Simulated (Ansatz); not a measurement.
# Be (Im-3m) in Ansatz: convergence with ecutfock ratio

Aim: find how far ecutfock ratio must go before the results for Be settle, at HSE06. This setting moves, with any that are tied to it; all else stays.

Everything below comes from runs of Ansatz 0.2.0. Logs are shortened: lines on timing, memory, paths and dates and some standing lists are left out, and cuts for length are marked.

### Step 1. The crystal as given

Symmetry: Im-3m, No. 229, cubic system. The conventional cell has a = 2.506 Å, b = 2.506 Å, c = 2.506 Å, α = 90.00°, β = 90.00°, γ = 90.00°. Around Be (site symmetry m-3m) lie 8 Be at 2.17 Å.

This isn't the form of Be at room conditions, which is hcp.

### Step 2. With ecutfock ratio 1

Contents of input.yaml:

```yaml
crystal:
  lattice:
    - [-1.2531209513, 1.2531209513, 1.2531209513]
    - [1.2531209513, -1.2531209513, 1.2531209513]
    - [1.2531209513, 1.2531209513, -1.2531209513]
  atoms:
    - { symbol: Be, position: [0.0, 0.0, 0.0] }
hamiltonian:
  xc: hse06
  pseudopotentials: { kind: paw }
kpoints:
  mp_grid: { grid: [8, 8, 8] }
scf:
  occupations: { method: gaussian, width: 0.1 }
  exx: { ecutfock_ratio: 1 }
output:
  forces: true
  stress: true
  eigenvalues: true
```

Potentials or basis: Ansatz PAW.

Command:

```
ansatz run input.yaml --threads 2 --pin off --max-ram 5632MiB --backend cpu --events-out ev --progress --plain --runs-dir out
```

The program printed:

```text
Warning: output.stress: scf.convergence.dr2_threshold = 1e-7 eV (the SCF's general default) is looser than the 1e-10 eV advised for a printed stress (1e-10 eV for each atom of the cell: 1). What an SCF threshold leaves in a stress goes as its square root, and in the free energy as the threshold itself, and one threshold admits the most on a small cell: of the crystals measured, under no hybrid functional and no lock of the moments, on runs that ended without the residual-converged pass, on stresses that held no estimate of that error, the worst erred by over 100 MPa in a component at 1e-7 eV an atom and by under 5 at 1e-10. Set scf.convergence.dr2_threshold to 1e-10 eV or tighter. The threshold is an SCF's pass mark: one that does not reach it within its budget of iterations ends unconverged, or closes short of it on a stop that the run arms, and scf.convergence.dr2_threshold's page says what that costs each kind of run
Warning: output.stress: scf.exx.energy_threshold = 1e-6 eV is looser than the 1e-8 eV advised for a stress under a hybrid functional (1e-8 eV for each atom of the cell: 1). Every SCF of the exchange loop can meet its threshold on dr2 while the loop round them stops early: no threshold on dr2 bounds what that leaves in the stress. Set scf.exx.energy_threshold to 1e-8 eV or tighter. The threshold is the loop's pass mark: a loop that does not reach it within its budget of cycles ends unconverged, and scf.exx.energy_threshold's page has the law
settings of this run that can trade accuracy for cost: scf.exx.ecutfock_ratio: 1 (norm-conserving) | under the files' recommended ratio and basis.ecutrho_ratio (paw). Do not mix this run's numbers with those of runs without the same settings; the input reference describes each key
Warning: RAYON_NUM_THREADS=2 ignored (pool sized by the plan → 2); use --threads N
Engine: ansatz 0.2.0, x86_64-unknown-linux-gnu
Pseudopotentials: kind: paw
Pseudopotential: Be, paw, valence charge 2, recommended cutoff 420 eV (normal), Be.paw.azcp
Functional definition: HSE06
  parameter a = 0.25
  parameter omega = 0.11/bohr
  exchange = pbe_x - a*pbe_x_sr(omega) + a*exact_x_sr(omega)
  correlation = pbe_c
Crystal: 1 atoms, lattice volume = 7.871 Å³
Basis set: ecut = 420 eV, 141 PW (Γ), exchange–correlation on 30×30×30 points (8 copies of the dense FFT grid, shifted against one another)
Bands: 5, of which v1, the nominal top of the filled ones, is band 1 counted from 1 (0 counted from 0)
Symmetry: 48 space group operations
Space group: Im-3m (ITA 229), of the structure as read, at distance tolerance 2.0e-5 Å
k-points: 29 of 512
Non-local potential: Be, projectors of the file, l = 0: 2, l = 1: 2, l = 2: 1
PAW form: soft (Blöchl's): semilocal exchange-correlation on the pseudo side does not see the compensation charge
PAW frozen core: Be, regenerated for the run's functional, and the local potential with it (the file was generated under x = pbe(κ = 0.804, μ = 0.2195149727645171), c = pbe(β = 0.06672455060314922))
PAW one-centre angular grid: Be, 110 points (default); XC on 64 Gauss nodes
Initial density: superposition of atomic densities (neutral atoms: chi_scale 0, normalization atom), corrected by the library's trained network
Initial wavefunctions: pseudopotential atomic-orbital guess
Functional: x = pbe(κ = 0.804, μ = 0.2195149727645171), c = pbe(β = 0.06672455060314922), warm-up for x = pbe(κ = 0.804, μ = 0.2195149727645171) + 0.25 (exact − pbe) at short range (hse, ω = 0.20786987370883472 Å⁻¹), c = pbe(β = 0.06672455060314922); HSE06 as pw.x's `hse` composes it (authors' and Libxc's form: `xc: wpbeh`)
SCF iter   1: F=—  HF=-92.673912 eV  |F-HF|=—  |Δ(HF+E_count)|=         —  Δρ=6.40e-4  dr2=1.58e-5  ethr=1.77e-3  ⟨swp⟩=5.6  Hψ=643  notcnv=0
preconditioner: auto → none  [insulator: Δε(μ)=0.966 eV  Ē_g=18.991 eV  σ=0.100 eV  W_gap=0.71  n_scr=0 (ndim 8)  ℏωp=18.7 eV  f_vac=0.000  D(μ)=0.46/eV (n_scr^D=0)]
SCF iter   2: F=—  HF=-92.673900 eV  |F-HF|=—  |Δ(HF+E_count)|=   1.23e-5  Δρ=3.23e-4  dr2=3.96e-6  ethr=7.92e-7  ⟨swp⟩=2.3  Hψ=188  notcnv=0  defer=1
iter 3 solved again at ethr=4.67e-11 eV; its pass at ethr=1.98e-7 eV (dr2=9.34e-10 eV) is discarded
SCF iter   3: F=—  HF=-92.673887 eV  |F-HF|=—  |Δ(HF+E_count)|=   1.32e-5  Δρ=4.22e-6  dr2=8.79e-10  ethr=4.67e-11  ⟨swp⟩=3.2  Hψ=385  notcnv=0
SCF iter   4: F=-92.673887 eV  HF=-92.673887 eV  |F-HF|=1.34e-11  |Δ(HF+E_count)|=  2.08e-10  Δρ=5.98e-7  dr2=1.25e-11  ethr=4.40e-11  ⟨swp⟩=1.9  Hψ=173  notcnv=0
SCF 1 converged in 4 iterations: F = -92.673887 eV  dr2 = 1.25e-11
[... 13 lines left out ...]
SCF 2 converged in 5 iterations: F = -92.766677 eV  dr2 = 6.36e-9
hybrid outer 1: dexx = +1.356e-4 eV, tail = 1.62e-7 eV
Exchange kernel: α = 0.2500, screened, ω = 0.2079 Å⁻¹, Wigner–Seitz truncation, v(0) = 1038.2763 eV·Å³, q-mesh 8×8×8, nearest image of the exchange supercell L = 17.36 Å, pair-density grid 9×9×9, without the augmentation charges, whose exchange is taken in its separable form by FFT convolution over the k-point mesh (sized by the pseudopotential files, 12×12×12 at the most), smooth part of the exact exchange by density-matrix convolution
Frozen-core exchange: fock
SCF iter   1: F=—  HF=-92.766682 eV  |F-HF|=—  |Δ(HF+E_count)|=         —  Δρ=8.71e-6  dr2=3.30e-9  ethr=4.06e-8  ⟨swp⟩=3.4  Hψ=342  notcnv=0
preconditioner: auto → none  [insulator: Δε(μ)=1.147 eV  Ē_g=20.784 eV  σ=0.100 eV  W_gap=0.71  n_scr=0 (ndim 8)  ℏωp=18.7 eV  f_vac=0.000  D(μ)=0.46/eV (n_scr^D=0)]
SCF iter   2: F=-92.766682 eV  HF=-92.766682 eV  |F-HF|=1.99e-12  |Δ(HF+E_count)|=  9.34e-10  Δρ=2.87e-6  dr2=3.06e-10  ethr=1.61e-10  ⟨swp⟩=2.2  Hψ=183  notcnv=0
SCF 3 converged in 2 iterations: F = -92.766682 eV  dr2 = 3.06e-10
  Residual-converged pass: ⟨swp⟩=2.0  Hψ=175  notcnv=0  max |occ|·‖R‖ = 2.4e-6 eV (tolerance 2.4e-6 eV)  dr2=3.05e-10  dr2_onsite=5.58e-12  max |Δocc| = 1.7e-21
hybrid outer 2: dexx = +2.028e-9 eV, tail = 6.37e-10 eV, Δε = 5.47e-4 eV (about 3.51e-5 eV left of the loop's levels)
hybrid SCF converged: 2 outer / 7 inner (+4 warm-up), last move |dexx| = 2.03e-9 eV, tail = 6.37e-10 eV
Stability not checked: this state was not tested for a lower state beside it, because the functional holds exact exchange (a hybrid, or Hartree-Fock), whose exchange loop this test does not read (fock_operator; see scf.lower_state_search)
Free energy (F): -92.766682 eV
Frozen-core exchange: fock
Harris-Foulkes:  -92.766682 eV  (|F-HF|=1.99e-12)
Internal energy: -92.764406 eV  (E = F + TS)
E sigma→0 (E₀):  -92.765544 eV
Entropy (-TS):   -0.002275 eV (-2.275 meV/atom)
Fermi energy:    9.199932 eV
--- Per-component energies (eV) ---
  E_band       = 4.772995
  E_kinetic    = 21.096854
  E_local      = 3.169932  (includes V_loc(G=0)·N_el)
  E_nonlocal   = 4.192123
  E_hartree    = 0.023404
  E_xc         = -16.442474
  E_vxc        = -17.177960  (∫ρ·V_xc dr)
  E_exx        = -2.603312  (= α·E_x^exact, valence–valence)
  E_paw        = -60.373840  (= ΣΔE_a)
  E_vpaw       = -1.348147  (= ΣTr[D̂ρ^β])
  E_aug_tail   = -0.000001  (compensation charges beyond the density's cutoff)
  E_ewald      = -41.818526
  E_core_change = -0.008567  (= ΣΔE_core)
  E_smearing   = -0.002275  (= −TS)
  E_closure    = -0.000000  (closes the sum)
  Σ components = -92.766682   (vs F -92.766682, Δ=0.00e0)
--- Forces (eV/Å), atoms counted from 1 ---
  atom   1  Be     0.00000000    -0.00000000     0.00000000
  max |Σ_I F_I| component: 3.85e-33 eV/Å
--- Stress (GPa, compression-positive) ---
       -1.523353      -0.000000       0.000000
       -0.000000      -1.523353       0.000000
       -0.000000       0.000000      -1.523353
  P = ⅓ Tr σ = -1.5234 GPa (-15.234 kbar)
--- Band table (eV; the first three rows and the last of 29) ---
  k-point 0: bands = ["-4.8597", "29.8733", "29.8733", "29.8733", "41.0303"]
  k-point 1: bands = ["-4.2398", "26.9641", "27.9921", "29.2093", "37.0128"]
  k-point 2: bands = ["-2.3760", "20.1662", "25.1444", "27.6565", "33.5435"]
  k-point 28: bands = ["13.7207", "13.7207", "13.7207", "19.4757", "19.4757"]
settings of this run that can trade accuracy for cost: scf.exx.ecutfock_ratio: 1 (norm-conserving) | under the files' recommended ratio and basis.ecutrho_ratio (paw). Do not mix this run's numbers with those of runs without the same settings; the input reference describes each key
```

Wall time 6.3 s (2 threads of Intel Xeon at 2.50GHz (Skylake/Cascade Lake), shared host); peak memory 0.4 GiB.

Results:

```
Free energy            : -92.7667 eV
Pressure               : -1.5 GPa
Band gap on the k mesh : none (metal or under the smearing width)
```

### Step 3. With ecutfock ratio 2

Changes to input.yaml since step 2:

```diff
@@ -14,3 +14,3 @@
   occupations: { method: gaussian, width: 0.1 }
-  exx: { ecutfock_ratio: 1 }
+  exx: { ecutfock_ratio: 2 }
 output:
```

Potentials or basis: Ansatz PAW.

Command:

```
ansatz run input.yaml --threads 2 --pin off --max-ram 5632MiB --backend cpu --events-out ev --progress --plain --runs-dir out
```

Wall time 7 s (2 threads of Intel Xeon at 2.50GHz (Skylake/Cascade Lake), shared host); peak memory 0.45 GiB.

What came out:

```
Free energy            : -92.7667 eV
Pressure               : -1.5 GPa
Band gap on the k mesh : none (metal or under the smearing width)
```

### Step 4. With ecutfock ratio 3

Changes to input.yaml since step 3:

```diff
@@ -14,3 +14,3 @@
   occupations: { method: gaussian, width: 0.1 }
-  exx: { ecutfock_ratio: 2 }
+  exx: { ecutfock_ratio: 3 }
 output:
```

Command:

```
ansatz run input.yaml --threads 2 --pin off --max-ram 5632MiB --backend cpu --events-out ev --progress --plain --runs-dir out
```

Run time: 8.2 s. Hardware: 2 threads of Intel Xeon at 2.50GHz (Skylake/Cascade Lake), shared host; peak memory 0.46 GiB.

Results (log left out):

* Free energy: -92.7667 eV
* Pressure: -1.5 GPa
* Band gap on the k mesh: none (metal or under the smearing width)

### Step 5. With ecutfock ratio 4

Changes to input.yaml since step 4:

```diff
@@ -14,3 +14,3 @@
   occupations: { method: gaussian, width: 0.1 }
-  exx: { ecutfock_ratio: 3 }
+  exx: { ecutfock_ratio: 4 }
 output:
```

Command:

```
ansatz run input.yaml --threads 2 --pin off --max-ram 5632MiB --backend cpu --events-out ev --progress --plain --runs-dir out
```

Wall time 9.2 s (2 threads of Intel Xeon at 2.50GHz (Skylake/Cascade Lake), shared host); peak memory 0.47 GiB.

Results (log left out):

```
Free energy            : -92.7667 eV
Pressure               : -1.5 GPa
Band gap on the k mesh : none (metal or under the smearing width)
```

### Step 6. Summary

```csv
ecutfock ratio,"energy less the tightest run, at zero smearing (meV/atom)",SCF cycles,CPU time (s),peak memory (GiB)
1,0.00,11,7.9,0.4
2,0.00,11,9.9,0.45
3,0.00,11,11,0.46
4,0.00,11,12,0.47
```

Against the tightest run, the energy stays within 1 meV/atom from 1 on. The tightest run that finished is the yardstick and may itself not be fully converged.

Caveats: all runs use coarse meshes; the PAW data sets come from PBE, with cores solved anew for the run's functional, which leaves a small shift of forces and pressure; the thresholds are loose for stress.
